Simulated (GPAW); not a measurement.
The system is TaN.

```
Ta N
1.0
     0.00000    2.21132    2.21132
     2.21132    0.00000    2.21132
     2.21132    2.21132    0.00000
Ta N
1 1
Direct
  0.50000 0.50000 0.50000
  0.00000 0.00000 0.00000
```

The cell comes from a database or a generator and needn't be the stable form of this composition.

| Item | Value |
| --- | --- |
| Program | GPAW 26.7.0 |
| Task | single point |
| Functional | PBEsol |
| Potentials or basis | PAW data sets generated in the run's folder for this functional |
| Cutoff | 800 eV |
| Basis | pw |
| k mesh | 10 × 10 × 10 |
| Occupations | fermi-dirac, width 0.05 eV |
| Spin | no spin polarisation |

On this cell: pressure -11.1 GPa; largest force zero by symmetry; band gap on the k mesh none (metal or under the smearing width).

The same run follows on a disturbed copy (atoms moved at random, drawn with an rms of 0.05 Å):

```
Ta N
1.0
     0.00000    2.21132    2.21132
     2.21132    0.00000    2.21132
     2.21132    2.21132    0.00000
Ta N
1 1
Cartesian
  2.2405 2.3053 2.2063
  0.0022 0.0062 -0.0610
```

**Question.** What changes?

**Answer.** The energy (extrapolated to zero smearing) moves by +20.1 meV/atom; pressure -9.3 GPa; largest force 0.801 eV/Å; band gap on the k mesh none (metal or under the smearing width).

Forces on the atoms (eV/Å):
```
Ta  -0.200 -0.650 -0.424
N    0.200  0.650  0.424
```

Stress tensor (GPa, compression positive):
```
-10.42  -0.17  -0.07
 -0.17  -7.90  -0.29
 -0.07  -0.29  -9.53
```
